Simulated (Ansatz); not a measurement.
**Au (omega type): how the settings move a single-point run**

Question: which choices in the input matter for Au (omega type)?

Computed with Ansatz 0.2.0 (reference: DFT, PBE, norm-conserving pseudopotentials, Ansatz's default files, scalar-relativistic, unless a step's input says otherwise).

1 further run of the same task is left out (set aside as unsound or not needed).

## Step 1: The starting structure

It takes space group P6/mmm (No. 191, hexagonal). Conventional cell: a = 3.764 Å, b = 3.764 Å, c = 2.243 Å, α = 90.00°, β = 90.00°, γ = 120.00°. Au (site symmetry 6/mmm) is surrounded by 14 Au at 2.24 to 2.45 Å. Au (site symmetry -6m2) is surrounded by 11 Au at 2.17 to 2.45 Å.

As a file:

```
CELL_PARAMETERS angstrom
3.76353 0.00000 0.00000
-1.88176 3.25931 0.00000
0.00000 0.00000 2.24262
ATOMIC_POSITIONS crystal
Au 0.00000 0.00000 0.00000
Au 0.33333 0.66667 0.50000
Au 0.66667 0.33333 0.50000
```

## Step 2: Baseline

input.yaml

```yaml
crystal:
  lattice:
    - [3.7635286291, 0.0, 0.0]
    - [-1.8817643146, 3.2593114007, 0.0]
    - [0.0, 0.0, 2.2426212803]
  atoms:
    - { symbol: Au, position: [0.0, 0.0, 0.0] }
    - { symbol: Au, position: [0.3333333333, 0.6666666667, 0.5] }
    - { symbol: Au, position: [0.6666666667, 0.3333333333, 0.5] }
kpoints:
  mp_grid: { grid: [9, 9, 12] }
scf:
  occupations: { method: fermi_dirac, width: 0.08 }
hamiltonian:
  xc: pbe
  pseudopotentials: { kind: nc }
output:
  forces: true
  stress: true
  eigenvalues: true
```

On the command line:

```sh
$ ansatz run input.yaml --threads 1 --pin off --max-ram 3072MiB --backend cpu --events-out ev --progress --plain --runs-dir out
```

## Step 3: Variant: occupations.method tetrahedron_uncorrected, xc rpbe, ecutwfc 300 eV, width left out

Changes to input.yaml since step 2:

```diff
@@ -12,5 +12,5 @@
 scf:
-  occupations: { method: fermi_dirac, width: 0.08 }
+  occupations: { method: tetrahedron_uncorrected }
 hamiltonian:
-  xc: pbe
+  xc: rpbe
   pseudopotentials: { kind: nc }
@@ -20 +20,3 @@
   eigenvalues: true
+basis:
+  ecutwfc: "300 eV"
```

**Question.** What will these runs give? Wanted: for each run, ending; energy change; pressure; gap; force.

The runs gave:

| run | ending | energy change | pressure (GPa) | gap (eV) | force (eV/Å) | cycles | time |
| --- | --- | --- | --- | --- | --- | --- | --- |
| reference | converged | - | 624.8 | 0.00 | 0.00 | 7 | 12 s |
| 1: occupations.method tetrahedron_uncorrected, xc rpbe, ecutwfc 300 eV, width left out | converged | not comparable | 637.9 | 0.00 | 0.00 | 8 | 2.4 s |

Residual by cycle in the longest SCF loop of each run; runs are numbered as in the table. The quantity is the density residual dr2, in eV.

| cycle | reference | run 1 |
| --- | --- | --- |
| 1 | 0.474 | 13.1 |
| 2 | 0.151 | 3.23 |
| 3 | 0.00327 | 0.00203 |
| 4 | 8.5e-4 | 5.0e-4 |
| 5 | 3.3e-5 | 1.2e-4 |
| 6 | 1.4e-6 | 1.2e-5 |
| 7 | 7.8e-9 | 2.6e-7 |
| 8 | - | 2.2e-9 |

**Reading.** After a change of functional the difference of the totals has no physical meaning; the pressure goes from 624.8 to 637.9 GPa. The smearing and cutoff changed too. The cutoff is under what these potentials recommend, as the log warns, so basis error is mixed in. Cost: 8 SCF cycles against 7, 2.4 s against 12 s. Run 1 ran under the cutoff that the potentials recommend, as the log warns, so basis error is mixed into its values. The structure is not at rest: the sound run finds 625 GPa, so these are no properties of the relaxed crystal. 
